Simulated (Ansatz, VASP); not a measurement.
**One calculation of Sb, two programs**

```
CELL_PARAMETERS angstrom
3.22198 0.00000 0.00000
0.00000 3.22198 0.00000
0.00000 0.00000 3.22198
ATOMIC_POSITIONS crystal
Sb 0.00000 0.00000 0.00000
```

Change from the starting cell: volume scaled by 1.06.

Alike in both runs: task single point; functional PBE; k mesh 13 × 13 × 13; occupations fermi-dirac, width 0.05 eV; no spin polarisation.

|  | VASP | Ansatz |
| --- | --- | --- |
| version | VASP 6.6.1 | Ansatz 0.2.0 |
| potentials or method | VASP PAW PBE potentials, release 64 (Sb), cutoff 520 eV | all-electron LAPW, scalar-relativistic |

```tsv
	VASP	Ansatz	Ansatz less VASP
pressure (GPa)	-4.8	-4.7	+0.06
```

Ansatz ran all-electron here, so the differences hold the error of VASP's frozen core and of both bases.

The runs have no spin-orbit coupling, so splittings on Sb are missing.
